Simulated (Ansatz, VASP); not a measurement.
## Y: VASP beside Ansatz

```
Y
1.0
     3.59449    0.00000    0.00000
    -1.79725    3.11292    0.00000
     0.00000    0.00000    5.60667
Y
2
Direct
  0.33333 0.66667 0.25000
  0.66667 0.33333 0.75000
```

Alike in both runs: task single point; functional PBEsol; k mesh 10 × 10 × 6; occupations fermi-dirac, width 0.1 eV; no spin polarisation.

|  | VASP | Ansatz |
| --- | --- | --- |
| version | VASP 6.6.1 | Ansatz 0.2.0 |
| potentials or method | VASP PAW PBE potentials, release 64 (Y_sv) | PAW with Ansatz's default frozen-core files, scalar-relativistic |
| plane-wave cutoff (eV) | 520 | 420 |
| valence electrons in the cell | 22 | 22 |

VASP gave:

```
pressure (GPa) : -0.1
```

Q: Estimate Ansatz's values.

A: Pressure (GPa): 0.0.

Ansatz warned: «optics_on_partly_filled_bands».

Caveats: the PAW data sets were made with another functional, which shifts forces and pressure a little (VASP).
